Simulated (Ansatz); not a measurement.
Ag: enthalpy against pressure

Ag, Fm-3m, a = 4.147 Å. Ansatz: PBE, PAW, 420 eV, Γ-centred 18×18×18 mesh on 1 atom, Gaussian smearing 0.10 eV; no spin polarisation. Cell and atoms are relaxed at each pressure, and no other structure is tried, so the rows at high pressure may lie past a change of phase. y is the enthalpy over the state at zero pressure; there V0 = 17.836 Å³/atom. The pressures are the targets, met within 0.02 GPa.

| P (GPa) | y (eV/atom) |
| --- | --- |
| -2.0 | -0.2251 |
| 0.0 | 0.0000 |
| 2.0 | 0.2203 |
| 5.0 | 0.5430 |
| 10.0 | ? |
| 20.0 | 2.0553 |
| 40.0 | 3.9007 |

Question: Fit y = c1 P + c2 P² + c3 P³ to the other rows, say what c1 and c2 mean, and predict the missing value.

Answer: Least squares on the rows shown. y = 0.11110 P − 0.00049474 P² + 3.8766×10⁻⁶ P³. Since dH/dP = V, c1 is V0: 0.11110 eV/GPa × 160.2 = 17.798 Å³ against 17.836; c2 = −V0/(2B0) gives B0 = 112 GPa, where a Birch–Murnaghan fit to the volumes of the same runs (not shown) gives 92 GPa: a cubic over this range folds the higher terms into c2. At P = 10.0 the fit asked for gives 1.0654 eV/atom. The run gave 1.0636 eV/atom, so the fit is 0.0018 eV/atom too high, 0.044 % of the span of the series, against an rms of 0.0005 eV/atom on the fitted rows. With a term in P⁴ added, a fit to the same known rows predicts 1.0632 eV/atom, so most of the miss is curvature that the known rows already hold.